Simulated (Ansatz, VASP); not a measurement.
**Os in VASP and in Ansatz**

Contents of POSCAR:

```
Os
1.0
    2.7341000000      0.0000000000      0.0000000000
   -1.3670500000      2.3678000565      0.0000000000
    0.0000000000      0.0000000000      4.3197000000
Os
2
Direct
    0.6666666667      0.3333333333      0.7500000000
    0.3333333333      0.6666666667      0.2500000000
```

Contents of INCAR.step1:

```
SYSTEM = Os
PREC = Accurate ; ENCUT = 520
EDIFF = 1E-5 ; ISMEAR = -1
SIGMA = 0.05 ; LREAL = .FALSE.
LASPH = .TRUE. ; NELM = 60
ALGO = Normal ; ISIF = 2
LWAVE = .TRUE. ; LCHARG = .FALSE.
LMAXMIX = 4 ; NBANDS = 15
GGA = PE
```

File INCAR.step2:

```
SYSTEM = Os
PREC = Accurate ; ENCUT = 520
EDIFF = 1E-6 ; ISMEAR = -1
SIGMA = 0.05 ; LREAL = .FALSE.
LASPH = .TRUE. ; NELM = 60
ALGO = Normal ; ISIF = 2
LWAVE = .FALSE. ; LCHARG = .FALSE.
LMAXMIX = 4 ; GGA = PS
LHFCALC = .TRUE. ; HFSCREEN = 0.2
PRECFOCK = Fast ; NBANDS = 15
ISTART = 1
```

Contents of KPOINTS:

```
Automatic mesh
0
G
  6 6 3
  0 0 0
```

KPOINTS_OPT

```
path GMKGALHA,LM,KH
10
line-mode
reciprocal
 0.0000000000  0.0000000000  0.0000000000  G
 0.5000000000  0.0000000000  0.0000000000  M

 0.5000000000  0.0000000000  0.0000000000  M
 0.3333333333  0.3333333333  0.0000000000  K

 0.3333333333  0.3333333333  0.0000000000  K
 0.0000000000  0.0000000000  0.0000000000  G

 0.0000000000  0.0000000000  0.0000000000  G
 0.0000000000  0.0000000000  0.5000000000  A

 0.0000000000  0.0000000000  0.5000000000  A
 0.5000000000  0.0000000000  0.5000000000  L

 0.5000000000  0.0000000000  0.5000000000  L
 0.3333333333  0.3333333333  0.5000000000  H

 0.3333333333  0.3333333333  0.5000000000  H
 0.0000000000  0.0000000000  0.5000000000  A

 0.5000000000  0.0000000000  0.5000000000  L
 0.5000000000  0.0000000000  0.0000000000  M

 0.3333333333  0.3333333333  0.0000000000  K
 0.3333333333  0.3333333333  0.5000000000  H
```

Contents of input.yaml:

```yaml
crystal:
  lattice:
    - [2.7341, 0.0, 0.0]
    - [-1.36705, 2.3678000565, 0.0]
    - [0.0, 0.0, 4.3197]
  atoms:
    - { symbol: Os, position: [0.6666666667, 0.3333333333, 0.75] }
    - { symbol: Os, position: [0.3333333333, 0.6666666667, 0.25] }
hamiltonian:
  xc:
    exchange: hjs_pbesol
    correlation: pbesol
    exx: { coeff: 0.25, omega: 0.207 }
  pseudopotentials: { kind: paw }
kpoints:
  mp_grid: { grid: [6, 6, 3] }
  band_path:
    path:
      - [[0.0, 0.0, 0.0], [0.5, 0.0, 0.0], [0.3333333333, 0.3333333333, 0.0], [0.0, 0.0, 0.0], [0.0, 0.0, 0.5], [0.5, 0.0, 0.5], [0.3333333333, 0.3333333333, 0.5], [0.0, 0.0, 0.5]]
      - [[0.5, 0.0, 0.5], [0.5, 0.0, 0.0]]
      - [[0.3333333333, 0.3333333333, 0.0], [0.3333333333, 0.3333333333, 0.5]]
    npoints: 4
scf:
  occupations: { method: fermi_dirac, width: 0.05 }
  n_extra_bands: 6
output:
  forces: true
  stress: true
  eigenvalues: true
  fatbands: false
```

Alike in both runs: task band structure; functional HSEsol; k mesh 6 × 6 × 3; occupations fermi-dirac, width 0.05 eV; no spin polarisation.

|  | VASP | Ansatz |
| --- | --- | --- |
| version | VASP 6.6.1 | Ansatz 0.2.0 |
| potentials or method | VASP PAW PBE potentials, release 64 (Os) | Ansatz PAW |
| plane-wave cutoff (eV) | 520 | 420 |
| valence electrons in the cell | 16 | 32 |

|  | VASP | Ansatz | Ansatz less VASP |
| --- | --- | --- | --- |
| gap on the k mesh at the Fermi level (eV) | none | none | - |
| pressure (GPa) | -10.1 | -11.7 | -1.65 |
| largest component of the traceless stress (GPa) | 3.43 | 3.68 | +0.254 |

A gap of «none» marks a metal or a gap that the smearing closes. With one functional, cell and mesh, what is left measures potentials, basis and numerics. The two sets of potentials don't hold the same shells in valence.

Caveats: the k mesh is coarse (spacing up to 0.48 Å⁻¹), so the values aren't converged, least of all with exact exchange; spin-orbit coupling is left out, which moves the levels of the heavy elements; the PAW data sets were made with another functional, which shifts forces and pressure a little (VASP); the PAW data sets come from PBE, with cores solved anew for the run's functional, which leaves a small shift of forces and pressure (Ansatz); the thresholds are loose for stress (Ansatz).
